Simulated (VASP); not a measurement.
The system is Te.

```
Te
1.0
     4.22679    0.00000    0.00000
    -2.11339    3.66051    0.00000
     0.00000    0.00000    5.84060
Te
3
Direct
  0.28453 0.00000 0.33333
  0.00000 0.28453 0.66667
  0.71547 0.71547 0.00000
```

The cell isn't the ideal one: a relaxed cell with its volume scaled by 0.94.

- Program: VASP 6.6.1
- Task: relaxation of shape and atoms at fixed volume
- Functional: PBEsol
- Potentials or basis: VASP PAW PBE potentials, release 64 (Te)
- Cutoff: 600 eV
- k mesh: 9 × 9 × 6
- Occupations: gaussian, width 0.03 eV
- Spin: no spin polarisation

At the start: pressure 3.9 GPa; volume 30.12 Å³/atom.

Q: Where does the relaxation end?

A: Over 7 steps the energy falls by 8.3 meV/atom; space group P3_121 (No. 152, to 0.05 Å).

Step by step:
```
step  energy change (eV)  largest force (eV/Å)  pressure (GPa)
   1              0.0000                0.2542            3.95
   2             -0.0145                0.1661            3.42
   3             -0.0235                0.0265            2.51
   4             -0.0237                0.0417            2.61
   5             -0.0243                0.0294            2.61
   6             -0.0247                0.0039            2.60
   7             -0.0248                0.0059            2.60
```

Final structure:
```xyz
3
Lattice="4.1845 0.0000 0.0000 -2.0923 3.6239 0.0000 0.0000 0.0000 5.9591" Properties=species:S:1:pos:R:3 pbc="T T T"
Te   -0.8594    3.6239    1.9864
Te    3.5681    1.0677    3.9728
Te    1.4758    2.5562    0.0000
```

Caveat: the PAW data sets were made with another functional, which shifts forces and pressure a little.
